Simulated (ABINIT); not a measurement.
HfB2, 3 atoms in the cell. Symmetry: P6/mmm, No. 191, hexagonal system. The conventional cell has a = 3.140 Å, b = 3.140 Å, c = 3.480 Å, α = 90.00°, β = 90.00°, γ = 120.00°. Hf (site symmetry 6/mmm) has 12 B at 2.51 Å as nearest neighbours. B (site symmetry -6m2) is surrounded by 3 B at 1.81 Å. 

```yaml
Program: ABINIT 10.8.3 (patched build)
Task: band structure
Functional: PBE
Potentials_or_basis: JTH PAW PBE v2.0
Cutoff: 463 eV
k_mesh: 10 × 10 × 8
Occupations: fermi-dirac, width 0.05 eV
Spin: no spin polarisation
Fine-grid_cutoff: 925.187 eV
Exchange_and_correlation_inside_the_PAW_spheres: full angular mesh (pawxcdev 0, this build's default; the released program takes 1)
```

Potentials or basis: JTH PAW PBE v2.0.

Run with:

```sh
$ abinit run.abi > log 2>&1
```

Hardware: 1 thread of Arm Neoverse V1 (shared host).

**Question.** Estimate the wall time of this run.

**Answer.** Run time: 40 s on 1 thread of Arm Neoverse V1, with other jobs on the host, peak memory 0.11 GiB. Counts: scf iterations 9, mpi ranks 1, k points 70, bands 13, plane waves 690.
